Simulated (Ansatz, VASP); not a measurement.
**One calculation of NiO, two programs**

Contents of INCAR:

```
SYSTEM = NiO
  ALGO = Fast
  EDIFF = 1E-6
  ENCUT = 500
  GGA = RP
  ISIF = 2
  ISMEAR = 0
  ISPIN = 2
  LASPH = .True.
  LCHARG = .True.
  LELF = .True.
  LMAXMIX = 4
  LORBIT = 11
  LREAL = .False.
  LVHAR = .True.
  LWAVE = .False.
  MAGMOM = 1 0
  NELM = 100
  PREC = Accurate
  SIGMA = 0.02
```

The input KPOINTS:

```
k-points
0
Gamma
  11 11 11
  0 0 0
```

POSCAR

```
NiO
1.0
    0.0000000000      2.0859016414      2.0859016414
    2.0859016414      0.0000000000      2.0859016414
    2.0859016414      2.0859016414      0.0000000000
Ni O
1 1
Cartesian
    0.0000000000      0.0000000000      0.0000000000
    2.0859016414      2.0859016414      2.0859016414
```

File input.yaml:

```yaml
crystal:
  lattice:
    - [0.0, 2.0859016414, 2.0859016414]
    - [2.0859016414, 0.0, 2.0859016414]
    - [2.0859016414, 2.0859016414, 0.0]
  atoms:
    - { symbol: Ni, position: [0.0, 0.0, 0.0], spin: 1.0 }
    - { symbol: O, position: [0.5, 0.5, 0.5] }
hamiltonian:
  xc: rpbe
  pseudopotentials: { kind: paw }
magnetization:
  spin_polarized: true
kpoints:
  mp_grid: { grid: [11, 11, 11] }
scf:
  occupations: { method: gaussian, width: 0.02 }
output:
  forces: true
  stress: true
  eigenvalues: true
  write_density: true
  write_potential: true
  elf: true
  volumetric_format: npy
```

Alike in both runs: task single point; functional RPBE; k mesh 11 × 11 × 11; occupations gaussian, width 0.02 eV; collinear spin, ferromagnetic start.

|  | VASP | Ansatz |
| --- | --- | --- |
| version | VASP 6.6.1 | Ansatz 0.2.0 |
| potentials or method | VASP PAW PBE potentials, release 64 (Ni, O) | Ansatz PAW |
| plane-wave cutoff (eV) | 500 | 420 |
| valence electrons in the cell | 16 | 24 |

Ansatz gave:

| Item | Value |
| --- | --- |
| gap on the k mesh at the Fermi level (eV) | none |
| pressure (GPa) | 13.3 |
| net moment per atom (μB) | 0.92 |
| size of the moment on the site where the two differ most (μB) | 1.48 |

**Question.** Estimate VASP's values.

**Answer.** gap on the k mesh at the Fermi level (eV): none; pressure (GPa): 13.0; net moment per atom (μB): 0.91; size of the moment on the site where the two differ most (μB): 1.50.

Site moments also hang on the region over which each program counts them. A gap of «none» marks a metal or a gap that the smearing closes. With one functional, cell and mesh, what is left measures potentials, basis and numerics. The two sets of potentials don't hold the same shells in valence.

Caveats: a cell with one magnetic atom can't hold antiferromagnetic order, which such compounds often take; semilocal functionals often make such compounds metallic where correlation or magnetic order opens a gap, which also shifts bond lengths; the PAW data sets were made with another functional, which shifts forces and pressure a little (VASP); the pressure holds a Pulay correction of +0.7 GPa for the finite cutoff (Ansatz); the PAW data sets come from PBE, with cores solved anew for the run's functional, which leaves a small shift of forces and pressure (Ansatz). With open d or f shells a metallic result of RPBE can be an artefact of self-interaction; +U or a hybrid may open a gap.
